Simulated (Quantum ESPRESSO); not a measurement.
# Sn: phonon spectrum and thermodynamics under several settings

```
Sn
1.0
    -1.89465    1.89465    1.89465
     1.89465   -1.89465    1.89465
     1.89465    1.89465   -1.89465
Sn
1
Direct
  0.00000 0.00000 0.00000
```

This isn't the form of Sn at room conditions, which is tetragonal (white tin).

All runs used Quantum ESPRESSO 7.5; k mesh 10 × 10 × 10; relaxed cell; no spin polarisation; cutoff 925 eV; occupations cold, width 0.2 eV; q mesh 2 × 2 × 2.

```csv
level,potentials,volume (Å³/atom),pressure (GPa),highest frequency (cm⁻¹),zero-point energy (meV/atom),entropy at room temperature (k_B/atom)
LDA,GBRV 1.5 LDA,25.06,0.3,112,11.2,7.28
PBE,GBRV 1.5 PBE,27.43,0.0,102,9.5,7.80
PBEsol,GBRV 1.5 PBEsol,?,0.2,?,?,?
```

Question: What stands in the row left open?

Answer: Volume 25.75 Å³/atom; highest frequency 111 cm⁻¹; zero-point energy 11.1 meV/atom; entropy at room temperature 7.28 k_B/atom.

For the row left open. Caveat: the q mesh is small, so phonon branches between its points and thermal values are rough.
